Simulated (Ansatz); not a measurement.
# Ir: the cost of one run

Computed with Ansatz 0.2.0 (DFT HSE06, scalar-relativistic, plane waves, PAW (the target; the first runs use scalar-relativistic PBE), unless a step's input says otherwise).

This is Ir in the hcp structure; at room conditions it is fcc.

**1. The structure to begin with**

The structure is hexagonal, space group P6_3/mmc (No. 194). The conventional cell has a = 2.715 Å, b = 2.715 Å, c = 4.435 Å, α = 90.00°, β = 90.00°, γ = 120.00°. Ir (site symmetry -6m2) has 12 Ir at 2.72 Å as nearest neighbours.

Structure file:

```cif
data_structure
_symmetry_space_group_name_H-M 'P6_3/mmc'
_symmetry_Int_Tables_number 194
_cell_length_a 2.7151
_cell_length_b 2.7151
_cell_length_c 4.4347
_cell_angle_alpha 90.000
_cell_angle_beta 90.000
_cell_angle_gamma 120.000
_cell_volume 28.31
loop_
_atom_site_label
_atom_site_type_symbol
_atom_site_symmetry_multiplicity
_atom_site_Wyckoff_symbol
_atom_site_fract_x
_atom_site_fract_y
_atom_site_fract_z
_atom_site_occupancy
Ir1 Ir 2 d 0.33333 0.66667 0.75000 1
```

**2. Full relaxation (PBE, 8×8×4 mesh)**

Contents of input.yaml:

```yaml
crystal:
  lattice:
    - [2.7151030582, 0.0, 0.0]
    - [-1.3575515291, 2.3513482223, 0.0]
    - [0.0, 0.0, 4.4346683284]
  atoms:
    - { symbol: Ir, position: [0.3333333333, 0.6666666667, 0.75] }
    - { symbol: Ir, position: [0.6666666667, 0.3333333333, 0.25] }
basis:
  ecutwfc: 420
  ecutrho_ratio: 4
kpoints:
  mp_grid: { grid: [8, 8, 4] }
hamiltonian:
  xc: pbe
scf:
  occupations: { method: gaussian, width: 0.05 }
output:
  forces: true
  stress: true
  eigenvalues: true
relax:
  f_tol: 0.03
  max_steps: 60
  cell: { stress_tol: 0.3 }
```

Q: Estimate wall time and peak memory on 4 threads of an Arm CPU, shared host.

About 2.2 s, with a peak of 0.33 GiB.
